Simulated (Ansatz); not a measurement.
**Carbon, dhcp under PBEsol: structure, energy and stiffness**

Aim: take carbon in the dhcp structure, relax it, solve it on a dense k-mesh, then scale the cell to 7 volumes from 88 to 112 % of the relaxed one and try a fit of the equation of state. Spin polarisation is left out. The k-meshes are 17×17×5 for the relaxation; 28×28×3 for the dense run; 23×23×3 for the volumes.

Computed with Ansatz 0.2.0 (DFT PBEsol, plane waves (420 eV) with PAW, scalar-relativistic; the PAW data stem from PBE, with regenerated cores, unless a step says otherwise).

### 1 Starting point

The structure is hexagonal, space group P6_3/mmc (No. 194). The conventional cell has a = 2.107 Å, b = 2.107 Å, c = 6.882 Å, α = 90.00°, β = 90.00°, γ = 120.00°. C (site symmetry -3m) has 12 C at 2.11 Å as nearest neighbours. C (site symmetry -6m2) is surrounded by 12 C at 2.11 Å.

Coordinates:

```
CELL_PARAMETERS angstrom
2.10720 0.00000 0.00000
-1.05360 1.82488 0.00000
0.00000 0.00000 6.88210
ATOMIC_POSITIONS crystal
C 0.00000 0.00000 0.00000
C 0.00000 0.00000 0.50000
C 0.33333 0.66667 0.25000
C 0.66667 0.33333 0.75000
```

### 2 Geometry optimisation

input.yaml

```yaml
crystal:
  lattice:
    - [2.1071951087, 0.0, 0.0]
    - [-1.0535975543, 1.8248844949, 0.0]
    - [0.0, 0.0, 6.882099225]
  atoms:
    - { symbol: C, position: [0.0, 0.0, 0.0] }
    - { symbol: C, position: [0.0, 0.0, 0.5] }
    - { symbol: C, position: [0.3333333333, 0.6666666667, 0.25] }
    - { symbol: C, position: [0.6666666667, 0.3333333333, 0.75] }
hamiltonian:
  xc: pbesol
  pseudopotentials:
    kind: paw
    azcp:
      C: "pseudopotentials/C.paw.azcp"
basis:
  ecutwfc: 420
  fft_grid_basis: typed
kpoints:
  mp_grid: { grid: [17, 17, 5], shift: [0, 0, 0] }
magnetization:
  spin_polarized: false
scf:
  occupations: { method: fermi_dirac, width: 0.1 }
relax:
  max_steps: 60
  f_tol: 0.01
  cell: {}
output:
  write_density: true
  write_potential: true
  elf: true
  volumetric_format: npy
```

After this run come: Dense single point; Volume × 0.88; Volume × 0.92; Volume × 0.96; Volume × 1.0; Volume × 1.04; Volume × 1.08; Volume × 1.12.

What does the calculation give? Wanted: space group; conventional cell; volume; shortest distance; gap on the mesh; relative to graphite; V₀, B₀, B₀′.

The runs gave:

| quantity | value |
| --- | --- |
| space group (spins left aside) | P6_3/mmc (No. 194) |
| conventional cell | a = 1.709 Å, c = 13.516 Å (c/a = 7.908) |
| volume | 8.548 Å³/atom |
| shortest distance | 1.709 Å |
| gap on the mesh | none (levels filled in part) |
| relative to graphite | +3876 meV/atom |
| V₀, B₀, B₀′ | 8.478 Å³/atom, 147 GPa, 8.1 |

**Reading.** The relaxation enlarged the cell by 29.2 % in volume. Against the reference form of carbon (graphite, computed apart with the same settings) it stands 3876 meV/atom higher, so it is far from stable. Levels at the Fermi energy are filled in part, as in a metal. B₀ comes out at 147 GPa; letting shape and positions relax at each volume could only lower it. Relaxation kept the symmetry; phonons were not checked.
